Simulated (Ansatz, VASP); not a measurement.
**One calculation of Hf, two programs**

The input INCAR:

```
SYSTEM = Hf
ALGO = Normal
EDIFF = 1E-8
ENCUT = 520
ISIF = 2
ISMEAR = -1
LASPH = .TRUE.
LCHARG = .FALSE.
LEFG = .TRUE.
LREAL = .FALSE.
LWAVE = .FALSE.
NBANDS = 11
NELM = 80
PREC = Accurate
SIGMA = 0.03
```

The input KPOINTS:

```
k-points
0
G
  13 13 13
  0 0 0
```

POSCAR

```
Hf
1.0
    0.0000000000      2.1899963220      2.1899963220
    2.1899963220      0.0000000000      2.1899963220
    2.1899963220      2.1899963220      0.0000000000
Hf
1
Direct
    0.0000000000      0.0000000000      0.0000000000
```

Input for Ansatz:

```yaml
crystal:
  lattice:
    - [0.0, 2.189996322, 2.189996322]
    - [2.189996322, 0.0, 2.189996322]
    - [2.189996322, 2.189996322, 0.0]
  atoms:
    - { symbol: Hf, position: [0.0, 0.0, 0.0] }
kpoints:
  mp_grid: { grid: [13, 13, 13] }
scf:
  occupations: { method: fermi_dirac, width: 0.03 }
hamiltonian:
  xc: lda
  pseudopotentials: { kind: all_electron, datasets: crystal }
output:
  forces: true
  stress: true
  eigenvalues: true
  efg: { contact_densities: true }
```

Change from the starting cell: volume scaled by 0.96, crystal datasets.

Alike in both runs: task electric field gradients; functional LDA; k mesh 13 × 13 × 13; occupations fermi-dirac, width 0.03 eV; no spin polarisation.

|  | VASP | Ansatz |
| --- | --- | --- |
| version | VASP 6.6.1 | Ansatz 0.2.0 |
| potentials or method | VASP PAW LDA potentials, release 64 (Hf_pv) | all-electron PAW with datasets made for the crystal, scalar-relativistic |
| plane-wave cutoff (eV) | 520 | see its input |

```csv
,VASP,Ansatz,Ansatz less VASP
pressure (GPa),-1.2,-1.2,-0.01
Vzz of the field gradient on the site that differs most (V/Å²),0.0,0.0,0.00
```

Ansatz ran all-electron here, so the differences hold the error of VASP's frozen core and of both bases. Ansatz warned: «gradients_without_spin_orbit».

The runs have no spin-orbit coupling, so splittings on Hf are missing.
